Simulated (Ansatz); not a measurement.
**TaN: trigonal deformation path**

Level of theory: DFT r2SCAN, scalar-relativistic, plane waves, PAW in Ansatz 0.2.0. The runs took a 500 eV cutoff, a Γ-centred 26×26×26 mesh and Gaussian smearing (0.15 eV). Spin–orbit coupling is left out, which can shift energies with elements as heavy as these. No spin polarisation. Energies are free energies at this smearing, counted from the undisturbed cell; pressure is positive in compression.

Zero of the scan (relaxed at this level; with this scan's settings it stands at -0.1 GPa; this rock-salt form isn't the usual structure):

```yaml
crystal:
  lattice:
    - [0.00000, 2.19827, 2.19827]
    - [2.19827, 0.00000, 2.19827]
    - [2.19827, 2.19827, 0.00000]
  atoms:
    - { symbol: Ta, position: [0.50000, 0.50000, 0.50000] }
    - { symbol: N, position: [0.00000, 0.00000, 0.00000] }
```

At fixed volume and fractional coordinates, lengths along (0.577, 0.577, 0.577) are scaled against those across it; ρ is that ratio over its starting value. The cell is metallic on the mesh throughout. At ρ = 0.500 the cell becomes cubic (Pm-3m), and there the slope of the energy vanishes by symmetry.

```csv
ρ,ΔE (meV/atom),pressure (GPa)
0.500,468.4,-12.0
0.600,512.0,-6.4
0.710,382.7,-0.9
0.850,?,?
1.000,0.0,-0.1
1.200,68.0,1.7
1.410,385.9,3.9
2.000,?,?
```

Problem. Give the withheld values.

Solution. ΔE (meV/atom) at ρ = 0.850: 93.7; pressure (GPa) at ρ = 0.850: 0.8; ΔE (meV/atom) at ρ = 2.000: 2957.2; pressure (GPa) at ρ = 2.000: 44.3.

Cost: 8 runs of about 5.6 core-minutes in all, on Intel Xeon Platinum 8488C (Sapphire Rapids) (shared hosts).